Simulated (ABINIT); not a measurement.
# FeO (Wuestite) (R-3m) in ABINIT: phonons with PBEsol

Aim: the phonons of FeO (Wuestite) with PBEsol.

Program: ABINIT 10.8.3 (patched build). These are calculated values, not measurements. Logs are shortened: lines on timing, memory, paths and dates and some standing lists are left out, and cuts for length are marked. The log counts tension as positive stress, the text compression.

### 1 The undisturbed crystal

The structure is trigonal, space group R-3m (No. 166). The conventional cell has a = 3.038 Å, b = 3.038 Å, c = 7.559 Å, α = 90.00°, β = 90.00°, γ = 120.00°. Fe (site symmetry -3m) is surrounded by 6 O at 2.16 Å. O (site symmetry -3m) has 6 Fe at 2.16 Å as nearest neighbours.

### 2 Phonons, PBEsol, collinear spin, ferromagnetic start (cell relaxed at zero pressure by an earlier run)

The input, run.abi:

```
# Datasets
ndtset 2

# Pseudopotentials
pp_dirpath "./"
pseudos "Fe.upf, O.upf"

# Structure
acell 3*1.0 Angstrom
rprim
     1.4996836100     0.8658427300     2.4489597500
    -1.4996836100     0.8658427300     2.4489597500
     0.0000000000    -1.7316854700     2.4489597500
ntypat 2
znucl 26 8
natom 2
typat 1 2
chkprim 0
chksymtnons 0
tolsym 1.0e-6
xred
            0.0            0.0            0.0
            1/2            1/2            1/2

# Plane-wave basis
ecut 45.0
ecutsm 0.5

# k points
ngkpt 8 8 8
nshiftk 1
shiftk 0.0 0.0 0.0

# Exchange and correlation
ixc -116133

# Bands and occupations
nband 20
occopt 3
tsmear 0.05 eV

# Spin
nsppol 2
spinat
     0.0000000000     0.0000000000     3.0000000000
     0.0000000000     0.0000000000     0.0000000000

# SCF cycle
nstep 80

# Output
prteig 0
prtebands 0
prtwf 0
prtden 0
prtpot 0

# Dataset 1: ground state
kptopt1 1
tolvrs1 1.0e-15
prtwf1 1
tolwfr1 1.0e-14
nbdbuf1 4
nline1 6

# Dataset 2: response at q = 0 to atomic displacements
rfphon2 1
rfatpol2 1 2
rfdir2 1 1 1
getwfk2 1
kptopt2 2
nqpt2 1
qpt2 0.0 0.0 0.0
tolvrs2 1.0e-8
```

The input, mrgddb.in:

```
merged_DDB
FeO
2
runo_DS1_DDB
runo_DS2_DDB
```

The input, anaddb.abi:

```
ddb_filepath "merged_DDB"
output_file "anaddb.abo"
outdata_prefix "ana"
asr 2
chneut 0
dipdip 0
dieflag 0
enunit 0
eivec 1
nph1l 1
qph1l 0.0 0.0 0.0 1.0
```

Potentials or basis: PseudoDojo NC SR PBEsol v0.4.1 standard.

The run is started by

```sh
> mpirun --bind-to none -np 4 abinit run.abi > log 2>&1
> mrgddb < mrgddb.in > mrgddb.log 2>&1
> anaddb anaddb.abi > anaddb.log 2>&1
```

run.abo:

```text
.Version 10.8.3 of ABINIT
 DATASET    1 : space group R-3 m (#166); Bravais hR (rhombohedral)
================================================================================
 Values of the parameters that define the memory need for DATASET  1.
     intxc =       0    ionmov =       0      iscf =       7    lmnmax =       6
     lnmax =       6     mgfft =      36  mpssoang =       3    mqgrid =    3001
     natom =       2  nloc_mem =       1    nspden =       2   nspinor =       1
    nsppol =       2      nsym =      12    n1xccc =    2501    ntypat =       2
    occopt =       3   xclevel =       2
       mpw =        1880          nfft =       46656          nkpt =          65
================================================================================
================================================================================

 DATASET    2 : space group R-3 m (#166); Bravais hR (rhombohedral)
================================================================================
 Values of the parameters that define the memory need for DATASET  2 (RF).
     intxc =       0      iscf =       7    lmnmax =       6     lnmax =       6
     mgfft =      36  mpssoang =       3    mqgrid =    3001     natom =       2
  nloc_mem =       1    nspden =       2   nspinor =       1    nsppol =       2
      nsym =      12    n1xccc =    2501    ntypat =       2    occopt =       3
   xclevel =       2
      nfft =       46656          nkpt =         260
================================================================================
================================================================================

--------------------------------------------------------------------------------
------------- Echo of variables that govern the present computation ------------
--------------------------------------------------------------------------------
 -outvars: echo values of preprocessed input variables --------
            acell      1.8897261259E+00  1.8897261259E+00  1.8897261259E+00 Bohr
              amu      5.58470000E+01  1.59994000E+01
          chkprim           0
      chksymtnons           0
             ecut      4.50000000E+01 Hartree
           ecutsm      5.00000000E-01 Hartree
           getwfk1          0
           getwfk2          1
                       outvar_i_n : Printing only first  50 k-points.
              ixc     -116133
           jdtset        1    2
                       outvar_i_n : Printing only first  50 k-points.
           kptopt1          1
           kptopt2          2
         kptrlatt        8    0    0      0    8    0      0    0    8
          kptrlen      4.53436962E+01
            natom           2
            nband1         20
            nband2         20
           nbdbuf1          4
           nbdbuf2          2
           ndtset           2
            ngfft          36      36      36
             nkpt1         65
             nkpt2        260
            nline1          6
            nline2          4
             nqpt1          0
             nqpt2          1
           nspden           2
           nsppol           2
            nstep          80
             nsym          12
           ntypat           2
                       prtocc : prtvol=0, do not print more k-points.
                       1.000000  1.000000  1.000000  1.000000  1.000000  1.000000
                       1.000000  1.000000  1.000000  1.000000  1.000000  0.000000
                       0.000000  0.000000  0.000000  0.000000  0.000000  0.000000
                       0.000000  0.000000
                       1.000000  1.000000  1.000000  1.000000  1.000000  1.000000
                       1.000000  1.000000  1.000000  1.000000  1.000000  0.000000
                       0.000000  0.000000  0.000000  0.000000  0.000000  0.000000
                       0.000000  0.000000
                       1.000000  1.000000  1.000000  1.000000  1.000000  1.000000
[... 706 lines left out ...]
 ------------------------------------------------------------------------------------------------------------
 Radius=ratsph(iatom), smearing ratsm=  0.0000. Diff(up-dn)=approximate z local magnetic moment.
    Atom    Radius    up_density   dn_density  Total(up+dn)  Diff(up-dn)
    1 Fe   2.00000     0.000000    -0.000000     -0.000000     0.000000
    2  O   2.00000     0.000000    -0.000000      0.000000     0.000000
 ------------------------------------------------------------------------------------------------------------
  Sum:                 0.000000    -0.000000     -0.000000     0.000000
 Total magnetization (from the atomic spheres):                0.000000
 Total magnetization (exact up - dn):                          0.000000

================================================================================

 ----iterations are completed or convergence reached----

 Mean square residual over all n,k,spin=   84.842E-17; max=  29.970E-15

 2DEtotal=    0.1164289161E+01 Ha. Also 2DEtotal=    0.316819220512E+02 eV
    (2DErelax=   -9.8871326141E+03 Ha. 2DEnonrelax=    9.8882969033E+03 Ha)
    (  non-var. 2DEtotal :    1.1642942890E+00 Ha)

--------------------------------------------------------------------------------
 Perturbation wavevector (in red.coord.)   0.000000  0.000000  0.000000
 Perturbation : displacement of atom   2   along direction   1
 Found     2 symmetries that leave the perturbation invariant.
 symkpt : the number of k-points, thanks to the symmetries,
 is reduced to   150 .

--------------------------------------------------------------------------------

--------------------------------------------------------------------------------

 dfpt_looppert : total number of electrons, from k and k+q
  fully or partially occupied states are    2.200000E+01 and    2.200000E+01.
 Initialisation of the first-order wave-functions :
  ireadwf=   0

--- !BeginCycle
iteration_state: {dtset: 2, }
solver: {iscf: 7, nstep: 80, nline: 4, wfoptalg: 0, }
tolerances: {tolvrs: 1.00E-08, }
...

     iter   2DEtotal(Ha)        deltaE(Ha) residm    vres2    difmagsph maxmagsph
-ETOT  1   9.0304162416234     -1.854E+03 4.540E+00 3.306E+04 8.260E-07 8.260E-07
 ETOT  2   1.8670240984215     -7.163E+00 5.357E-02 2.867E+03 1.139E-06 4.620E-07
 ETOT  3   1.1984298269621     -6.686E-01 5.988E-03 1.565E+02 1.415E-06 1.411E-06
 ETOT  4   1.1664214460647     -3.201E-02 2.160E-04 6.568E+00 3.376E-06 2.415E-06
 ETOT  5   1.1654404390764     -9.810E-04 7.433E-06 3.143E-01 5.914E-06 3.870E-06
 ETOT  6   1.1653905666894     -4.987E-05 6.190E-07 2.926E-02 1.216E-05 8.661E-06
 ETOT  7   1.1653842186687     -6.348E-06 7.352E-08 8.081E-04 2.166E-05 1.300E-05
 ETOT  8   1.1653841269871     -9.168E-08 2.604E-09 8.738E-05 4.301E-05 3.001E-05
 ETOT  9   1.1653841447916      1.780E-08 3.070E-10 1.709E-04 8.015E-05 5.014E-05
 ETOT 10   1.1653841125293     -3.226E-08 4.598E-11 4.543E-07 5.183E-05 1.687E-06
 ETOT 11   1.1653841124836     -4.570E-11 2.654E-12 1.566E-08 1.583E-06 1.035E-07
 ETOT 12   1.1653841124582     -2.547E-11 1.885E-13 5.606E-09 1.102E-07 1.571E-07

 At SCF step   12       vres2   =  5.61E-09 < tolvrs=  1.00E-08 =>converged.
 Integrated electronic and magnetization densities in atomic spheres:
 ------------------------------------------------------------------------------------------------------------
 Radius=ratsph(iatom), smearing ratsm=  0.0000. Diff(up-dn)=approximate z local magnetic moment.
    Atom    Radius    up_density   dn_density  Total(up+dn)  Diff(up-dn)
    1 Fe   2.00000    -0.000000    -0.000000     -0.000000    -0.000000
    2  O   2.00000    -0.000000    -0.000000     -0.000000    -0.000000
 ------------------------------------------------------------------------------------------------------------
  Sum:                -0.000001    -0.000000     -0.000001    -0.000000
 Total magnetization (from the atomic spheres):               -0.000000
 Total magnetization (exact up - dn):                          0.000000

================================================================================

 ----iterations are completed or convergence reached----

 Mean square residual over all n,k,spin=   19.657E-16; max=  18.852E-14

 2DEtotal=    0.1165384112E+01 Ha. Also 2DEtotal=    0.317117172090E+02 eV
    (2DErelax=   -1.8620330710E+03 Ha. 2DEnonrelax=    1.8631984551E+03 Ha)
    (  non-var. 2DEtotal :    1.1653826145E+00 Ha)

================================================================================

 ---- first-order wavefunction calculations are completed ----

 ==> Compute Derivative Database <==

  Dynamical matrix, in cartesian coordinates,
   if specified in the inputs, asr has been imposed
     j1       j2             matrix element
  dir pert dir pert     real part    imaginary part

   1    1   1    1         0.0362283466         0.0000000000
   1    1   1    2        -0.0362283466         0.0000000000

   2    1   2    1         0.0362283568         0.0000000000
   2    1   2    2        -0.0362283568         0.0000000000
[... 10 lines left out ...]
   3    2   3    1        -0.0362280244         0.0000000000
   3    2   3    2         0.0362280244         0.0000000000

  Phonon wavevector (reduced coordinates) :  0.00000  0.00000  0.00000
 Phonon energies in Hartree :
   0.000000E+00  0.000000E+00  0.000000E+00  1.264134E-03  1.264141E-03
   1.264141E-03
 Phonon frequencies in cm-1    :
   0.000000E+00  0.000000E+00  0.000000E+00  2.774452E+02  2.774469E+02
   2.774470E+02

== END DATASET(S) ==============================================================
================================================================================

 -outvars: echo values of variables after computation  --------
            acell      1.8897261259E+00  1.8897261259E+00  1.8897261259E+00 Bohr
           etotal1    -1.4168891210E+02
           etotal2     1.1653841125E+00
            fcart1    -0.0000000000E+00 -0.0000000000E+00 -0.0000000000E+00
                      -0.0000000000E+00 -0.0000000000E+00 -0.0000000000E+00
            fcart2     0.0000000000E+00  0.0000000000E+00  0.0000000000E+00
                       0.0000000000E+00  0.0000000000E+00  0.0000000000E+00
            rprim      1.4996836100E+00  8.6584273000E-01  2.4489597500E+00
                      -1.4996836100E+00  8.6584273000E-01  2.4489597500E+00
                       0.0000000000E+00 -1.7316854700E+00  2.4489597500E+00
           strten1     7.3023668154E-09  7.4719050391E-09 -3.5240088174E-09
                       3.8432135066E-11  0.0000000000E+00  0.0000000000E+00
           strten2     0.0000000000E+00  0.0000000000E+00  0.0000000000E+00
                       0.0000000000E+00  0.0000000000E+00  0.0000000000E+00
           xangst      0.0000000000E+00  0.0000000000E+00  0.0000000000E+00
                       3.4251780977E-17 -4.9999999764E-09  3.6734396250E+00
             xred      0.0000000000E+00  0.0000000000E+00  0.0000000000E+00
                       5.0000000000E-01  5.0000000000E-01  5.0000000000E-01
 Calculation completed.
```

Run time: 4.9 min. Hardware: 4 MPI ranks of Arm Neoverse V1, shared host; peak memory 0.88 GiB.

Results:

```yaml
Free_energy: -3855.5517 eV
Pressure: 0.0 GPa
Band_gap_on_the_k_mesh: none (metal or under the smearing width)
Net_moment: 4.00 μB per cell
Site_moments: Fe +3.54; O +0.35 μB
Highest_phonon_frequency_at_Γ: 277 cm⁻¹
```

Phonon frequencies in cm⁻¹ (negative: imaginary):
```csv
q point,frequencies
"(0.000, 0.000, 0.000)",0 0 0 277 277 277
```

Caveat: the mesh is coarse for a metal's response; this build's spin-polarised response under this functional may be imprecise; a cell with one magnetic atom can't hold antiferromagnetic order, which such compounds often take; semilocal functionals often make such compounds metallic where correlation or magnetic order opens a gap, which also shifts bond lengths.
